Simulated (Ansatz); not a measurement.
## EuS (rocksalt structure): one cell, several electronic states

All numbers are calculated (PBEsol+U, U_eff = 8.0 eV (Dudarev form) on Eu f, fully localised double counting, scalar-relativistic datasets, 420 eV, PAW set soft_2 (made for PBE), 6×6×6 mesh, Gaussian smearing of 0.05 eV) with the plane-wave PAW code Ansatz.

```
CELL_PARAMETERS angstrom
0.00000 2.97850 2.97850
5.95700 2.97850 2.97850
5.95700 5.95700 0.00000
ATOMIC_POSITIONS crystal
Eu 0.50000 0.50000 0.00000
S 0.00000 0.00000 0.00000
Eu 0.50000 0.50000 0.50000
S 0.00000 0.00000 0.50000
```

The structure type is one reported for this compound, at the reported volume. The cell shown is twice the primitive one, so that more magnetic patterns fit.

Cell and atoms stay fixed, and the cell was started in 18 ways, of which 2 didn't converge and are left out, without spin–orbit coupling. The starts were built for 7 f electrons on Eu, a formal count that the converged states needn't keep. Starting moments of the plain starts: Eu1 7.00; Eu3 7.00 μB (atoms counted from 1).

Task: How many distinct unconstrained states are reached, over what range, and what is the lowest like? The starts that converged:
- total moment locked, 10.50 μB per cell (constrained)
- antiferromagnetic site moments held at Eu1 6.87; Eu3 -6.87 μB at first, then free
- total moment locked, 14.00 μB per cell (constrained)
- ferrimagnetic site moments held at Eu1 6.87; Eu3 -2.75 μB at first, then free
- site moments held at Eu1 4.12; Eu3 4.12 μB (constrained)
- antiferromagnetic start, free
- canted directions held, 90° (constrained)
- ferromagnetic start, free, default search
- antiferromagnetic directions held (constrained)
- total moment held at first, then free, 7.00 μB per cell
- total moment locked at zero, no site moments, 0.00 μB per cell (constrained)
- ferromagnetic start, free, natural orbitals of the symmetric run filled by rank
- no spin polarisation
- ferromagnetic start, free, symmetry kept, no search
- ferrimagnetic site moments held at Eu1 6.87; Eu3 -3.43 μB (constrained)
- total moment locked, 15.40 μB per cell (constrained)

Result: 2 distinct free states (told apart by 2 meV/atom, or by moments or gap), the highest 2.9 meV/atom up. The lowest has a gap of 0.93 eV and a whole-number cell moment of 14 μB, as a collinear insulator must have; it came from: total moment held at first, then free, 7.00 μB per cell; ferromagnetic start, free, natural orbitals of the symmetric run filled by rank; ferromagnetic start, free, symmetry kept, no search; ferromagnetic start, free, default search.

Energies count from the lowest free state found; constrained states (a lock kept on the moments, or spin off) can lie above or below free ones. A natural orbital (eigenvector of a shell's occupation matrix) is counted as filled above 0.75 (0.9 in a metal) and as partly filled from 0.35 up to that; ↑ and ↓ are the spin channels.

```tsv
state	reached from	ΔE (meV/atom)	gap (eV)	P (GPa)	cell spin moment (μB)	site spin moments (μB; Gaussian-weighted where vectors)	shell filling	Hubbard energy (eV/cell)	flags
1	total moment held at first, then free, 7.00 μB per cell; ferromagnetic start, free, natural orbitals of the symmetric run filled by rank; ferromagnetic start, free, symmetry kept, no search; 1 more	0.0	0.93	-1.7	14.00	Eu 6.87; S -0.07	Eu 7↑ 0↓, 6.99 e	0.27	–
2	total moment locked, 14.00 μB per cell (constrained)	0.0	0.93	-1.7	14.00	Eu 6.87; S -0.07	Eu 7↑ 0↓, 6.99 e	0.27	–
3	canted directions held, 90° (constrained)	1.5	1.06	–	9.90	Eu1 (0.00, 0.00, 6.53); Eu3 (6.53, 0.00, 0.00)	Eu 7 filled of 14 spin orbitals, 6.99 e	0.27	–
4	antiferromagnetic directions held (constrained)	2.9	1.41	-1.6	0.00	Eu 6.87, -6.87	Eu 7↑ 0↓, 6.99 e; Eu 0↑ 7↓, 6.99 e	0.26	–
5	antiferromagnetic site moments held at Eu1 6.87; Eu3 -6.87 μB at first, then free; antiferromagnetic start, free; ferrimagnetic site moments held at Eu1 6.87; Eu3 -2.75 μB at first, then free	2.9	1.41	-1.6	0.00	Eu 6.87, -6.87	Eu 7↑ 0↓, 6.99 e; Eu 0↑ 7↓, 6.99 e	0.26	–
6	total moment locked, 15.40 μB per cell (constrained)	572.7	metal	-2.3	15.40	Eu 6.97; S 0.25	Eu 7↑ 0↓, 6.99 e	0.24	–
7	ferrimagnetic site moments held at Eu1 6.87; Eu3 -3.43 μB (constrained)	1270.2	metal	–	3.59	Eu 6.87, -3.43; S 0.09	Eu 7↑ 0↓, 6.99 e; Eu 0↑(+2 partly) 5↓, 6.73 e	1.16	occupations loosely converged
8	total moment locked, 10.50 μB per cell (constrained)	1705.5	metal	-4.7	10.50	Eu 6.41; S -0.59	Eu 7↑ 0↓, 6.77 e	1.99	–
9	site moments held at Eu1 4.12; Eu3 4.12 μB (constrained)	2518.8	metal	–	8.44	Eu 4.12; S 0.23	Eu 4↑(+2 partly) 1↓, 6.60 e	2.92	lock stalled near its target, occupations loosely converged
10	no spin polarisation	4623.7	metal	-11.7	0.00	under 0.05	Eu 3 filled in each spin, 6.30 e	2.29	–
11	total moment locked at zero, no site moments, 0.00 μB per cell (constrained)	4623.7	metal	-11.7	0.00	under 0.05	Eu 3↑ 3↓, 6.30 e	2.29	occupations loosely converged
```

Natural occupations of the lowest free state (state 1): Eu1 spin up: 1.00 1.00 1.00 1.00 1.00 1.00 1.00; Eu1 spin down: 0.00 0.00 0.00 0.00 0.00 0.00 0.00; Eu3 spin up: 1.00 1.00 1.00 1.00 1.00 1.00 1.00; Eu3 spin down: 0.00 0.00 0.00 0.00 0.00 0.00 0.00.

State 5 lies 2.9 meV/atom higher, or 0.012 eV per cell. It has a gap of 1.41 eV; natural occupations Eu1 spin up: 1.00 1.00 1.00 1.00 1.00 1.00 1.00; Eu1 spin down: 0.00 0.00 0.00 0.00 0.00 0.00 0.00; Eu3 spin up: 0.00 0.00 0.00 0.00 0.00 0.00 0.00; Eu3 spin down: 1.00 1.00 1.00 1.00 1.00 1.00 1.00. They differ in magnetic order (signs of the magnetic ions' moments, up to an overall flip, ++ in state 1, +− in state 5). With J = 0 the Hubbard energy is (U/2) Σ λ(1 − λ), a penalty on fractional natural occupations. The sums Σ λ(1 − λ) over the cell's shells are 0.07 for state 1 and 0.06 for state 5, which at U/2 = 4.00 eV give 0.27 and 0.26 eV per cell. The two differ by 0.01 eV, within U times the program's tolerance on the occupations (0.003), so the energy difference isn't parted into terms.

The type II order of many rock-salt magnets, which opposes second neighbours along the straight metal–anion–metal paths, can't form in this cell.

In the lowest free state the fixed cell carries a pressure of -1.7 GPa (the cell is larger than this level of theory would relax to); relaxing would change energies and could change the order of close states.

A measured gap of EuS is 1.72 eV (direct; 300 K; powder; “Crystal-field mediated electronic transitions of EuS up to 35 GPa”, 2022, pmc:8786971); the calculated 0.93 eV misses it by -0.79 eV. The calculated gap hangs on the U chosen and on the magnetic order and orbital state reached (the order run needn't be the measured one; near room temperature a magnet's moments are disordered), is the smallest on the mesh, direct or not, and holds no excitons or spin–orbit coupling.

The lowest state found needn't be the ground state of this level of theory. In the lowest free state the Eu 4f shell holds 6.99 electrons, the count of the divalent ion that the formula's charges ask for. For metallic states the mesh is coarse, so energy differences carry some meV/atom. Spin–orbit coupling is left out. U wasn't fitted or computed for this material, so the results show what this U gives and needn't match the real solid. Stress under a held lock on site moments or directions isn't converged. A gap on the mesh alone may shrink between mesh points.
